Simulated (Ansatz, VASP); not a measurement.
## WS2 in VASP and in Ansatz

```
CELL_PARAMETERS angstrom
3.18852 0.00000 0.00000
-1.59426 2.76134 0.00000
0.00000 0.00000 16.95067
ATOMIC_POSITIONS crystal
W 0.33333 0.66667 0.00000
S 0.66667 0.33333 0.90732
S 0.66667 0.33333 0.09268
```

Alike in both runs: functional PBE; k mesh 12 × 12 × 2; occupations gaussian, width 0.02 eV; no spin polarisation.

Ansatz relaxed the structure, and its values are those at the end. VASP's run is a single point on that final structure, the one shown.

|  | VASP | Ansatz |
| --- | --- | --- |
| version | VASP 6.6.1 | Ansatz 0.2.0 |
| potentials or method | VASP PAW PBE potentials, release 64 (W_sv, S) | scalar-relativistic, plane waves, PAW |
| plane-wave cutoff (eV) | 520 | 420 |
| valence electrons in the cell | 26 | 26 |

```tsv
	VASP	Ansatz	Ansatz less VASP
gap on the k mesh at the Fermi level (eV)	1.81	1.81	-0.003
least direct gap on the mesh (eV)	1.81	1.81	-0.003
```

With one functional, cell and mesh, what is left measures potentials, basis and numerics. Ansatz warned: «xc_potential_rough_in_thin_density».

Caveats: spin-orbit coupling is left out, which moves the levels of the heavy elements. PBE gaps usually lie below the measured ones, often by a third to a half.
